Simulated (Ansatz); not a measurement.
Computed with Ansatz, DFT PBE, scalar-relativistic, plane waves, PAW. Settings: cutoff 420 eV, Γ-centred meshes spaced at most about 0.3 Å⁻¹, and about 0.25 Å⁻¹ or finer for metals (2π included), Gaussian smearing. No spin polarisation in the final relaxations.

These are static total energies at zero pressure.

Two forms of P were relaxed alike.

A.

```yaml
crystal:
  lattice:
    - [4.59302, 0.00000, 0.00000]
    - [0.00000, 3.30511, 0.00000]
    - [-1.19685, 0.00000, 5.78984]
  atoms:
    - { symbol: P, position: [0.54081, 0.00000, 0.81719] }
    - { symbol: P, position: [0.13419, 0.50000, 0.18304] }
    - { symbol: P, position: [0.45919, 0.00000, 0.18281] }
    - { symbol: P, position: [0.86581, 0.50000, 0.81696] }
```

B.

```yaml
crystal:
  lattice:
    - [1.74041, 1.00483, 3.06750]
    - [-1.74041, 1.00483, 3.06750]
    - [0.00000, -2.00966, 3.06750]
  atoms:
    - { symbol: P, position: [0.22940, 0.22940, 0.22940] }
    - { symbol: P, position: [0.77060, 0.77060, 0.77060] }
```

Task: Which is lower in energy, and by how much?

Result: A is lower, by 41 meV/atom. A has space group P2/m (No. 10), 22.0 Å³/atom and a gap of 0.31 eV on its mesh; B has space group R-3m (No. 166), 16.1 Å³/atom and no gap. Counting all near atoms (those within 1.25 times the shortest such distance or 1.15 times the sum of covalent radii; a plus sign parts nearer from farther groups), A has P 3 and B has P 3+3. In A, P on its first site is surrounded by 3 P at 2.23–2.27 Å; around P on its second site lie 3 P at 2.23–2.26 Å. In B, around P lie 3 P at 2.32 Å and 3 P at 2.77 Å. Both come from invented guesses. The part of the Crystallography Open Database at hand lists P in space groups No. 2, 13, 64, 123; no cell shown has one of them.

No dispersion correction is applied, so the spacing and binding between layers, chains or molecules are poorly described (P2/m, R-3m), and this can change margins and order among such cells. Kohn–Sham gaps at this level usually fall short of measured ones.
